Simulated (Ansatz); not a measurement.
**P in Ansatz: the effect of functional**

The system is P, a slab with vacuum.

```
P
1.0
     3.34813    0.00000    0.00000
     0.00000   35.54068    0.00000
     0.00000    0.00000    4.72293
P
4
Direct
  0.50000 0.97026 0.90785
  0.50000 0.02974 0.09215
  0.00000 0.02974 0.40785
  0.00000 0.97026 0.59215
```

The cell isn't the ideal one: volume scaled by 1.06.

Alike in all runs:

| Quantity | Value |
| --- | --- |
| Program | Ansatz 0.2.0 |
| Task | single point |
| Potentials or basis | Ansatz PAW |
| k mesh | 8 × 1 × 6 |
| Occupations | fermi-dirac, width 0.05 eV |
| Spin | no spin polarisation |

Problem. One run gave: gap on the mesh 1.14 eV; largest force 0.37 eV/Å. Which functional did it use?
A. PBEsol
B. r2SCAN
C. LDA

Solution. B.

| functional | cutoff | gap on the mesh (eV) | largest force (eV/Å) |
| --- | --- | --- | --- |
| LDA | 420 eV (not typed: the program's choice for these potentials) | 0.88 | 0.40 |
| PBEsol | 420 eV (not typed: the program's choice for these potentials) | 0.92 | 0.30 |
| r2SCAN | 500 eV (not typed: the program's choice for these potentials) | 1.14 | 0.37 |

Caveats: the PAW data sets come from PBE, with cores solved anew for the run's functional, which leaves a small shift of forces and pressure.

A k mesh can miss the band edges.
